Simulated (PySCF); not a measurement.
Cyclobutene, C₄H₆.
Numbering: `[CH:1]1=[CH:2][CH2:3][CH2:4]1` (hydrogens: H5 on C1; H6 on C2; H7, H8 on C3; H9, H10 on C4)

Geometry (PBE0-D3(BJ)/def2-SVP, Å), atoms numbered from 1 in this order:
```xyz
10
C4H6 angstrom
C      1.0618    0.3729   -0.2427
C     -0.0217    1.1337   -0.0242
C     -0.9355   -0.0441    0.2118
C      0.3225   -0.9280   -0.0421
H      2.1053    0.5979   -0.4810
H     -0.1950    2.2136   -0.0165
H     -1.3641   -0.1254    1.2248
H     -1.7510   -0.1747   -0.5192
H      0.2579   -1.5853   -0.9255
H      0.6445   -1.5372    0.8191
```

Theory: core-valence-separated Tamm–Dancoff BHandHLYP/aug-pcX-1 (pcseg-1 on H) in PySCF, non-relativistic, gas phase, PBE0-D3(BJ)/def2-SVP geometry. The energies are unshifted.

The lowest roots of each edge with f over 0.003 (five at most, numbered afresh; weaker and dark ones are left out), with transition dipoles (au) in the frame of the coordinates:

```json
{"root": "1", "edge": "C", "E (eV)": "282.76", "f": "0.1224", "μx": "-0.0287", "μy": "-0.0037", "μz": "-0.1298"}
{"root": "2", "edge": "C", "E (eV)": "285.81", "f": "0.0124", "μx": "0.0336", "μy": "-0.0239", "μz": "-0.0084"}
{"root": "3", "edge": "C", "E (eV)": "285.82", "f": "0.0084", "μx": "-0.0192", "μy": "-0.0285", "μz": "0.0049"}
{"root": "4", "edge": "C", "E (eV)": "285.94", "f": "0.0163", "μx": "-0.0389", "μy": "0.0275", "μz": "0.0078"}
{"root": "5", "edge": "C", "E (eV)": "285.95", "f": "0.0117", "μx": "-0.0226", "μy": "-0.0335", "μz": "0.0060"}
```

Question: Molecules are fixed in this frame and the field points along x. What effective strengths 3 f cos²θ do the roots have (θ between field and μ)?

Answer: root 1 (C1/C2): 0.017, root 2 (C3/C4): 0.024, root 3 (C3/C4): 0.008, root 4 (C1/C2): 0.032, root 5 (C1/C2): 0.011. Root 4 is the strongest. Averaged over all orientations cos²θ is 1/3, which gives f back.

On one thread, Arm Neoverse V2, no GPU, on a shared host, this took 4.3 s of wall time.
